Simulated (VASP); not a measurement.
Te:

```
CELL_PARAMETERS angstrom
4.60135 0.00000 0.00000
-2.30068 3.98489 0.00000
0.00000 0.00000 5.90006
ATOMIC_POSITIONS crystal
Te 0.25670 0.00000 0.33333
Te 0.00000 0.25670 0.66667
Te 0.74330 0.74330 0.00000
```

```yaml
Program: VASP 6.6.1
Task: relaxation of cell and atoms
Functional: LDA
Potentials_or_basis: VASP PAW LDA potentials, release 64 (Te)
Cutoff: 600 eV
k_mesh: 9 × 9 × 6
Occupations: gaussian, width 0.1 eV
Spin: no spin polarisation
```

At the start: pressure -2.5 GPa; volume 36.06 Å³/atom.

Where does the relaxation end?

Over 13 steps the energy falls by 57.1 meV/atom and the volume is 31.31 Å³/atom (-13.2 %); space group P3_121 (No. 152, to 0.05 Å).

The path:
```csv
step,energy change (eV),largest force (eV/Å),pressure (GPa),volume (Å³)
1,0.0000,0.1165,-2.49,108.18
2,-0.0473,0.6355,1.26,99.66
3,-0.0538,0.4978,0.19,101.73
4,-0.0941,0.4118,0.26,99.62
5,-0.1571,0.2061,1.29,93.36
6,-0.1459,0.1070,-2.08,97.79
7,-0.1684,0.0614,-0.21,95.16
8,-0.1684,0.0640,-0.18,95.12
9,-0.1698,0.0481,-0.12,94.77
10,-0.1713,0.0088,0.05,93.85
11,-0.1713,0.0085,-0.12,94.07
12,-0.1714,0.0012,-0.02,93.95
13,-0.1714,0.0007,0.00,93.93
```

Final structure:
```
CELL_PARAMETERS angstrom
4.27380 0.00000 0.00000
-2.13690 3.70122 0.00000
0.00000 0.00000 5.93826
ATOMIC_POSITIONS crystal
Te 0.28741 0.00000 0.33333
Te 0.00000 0.28741 0.66667
Te 0.71259 0.71259 0.00000
```
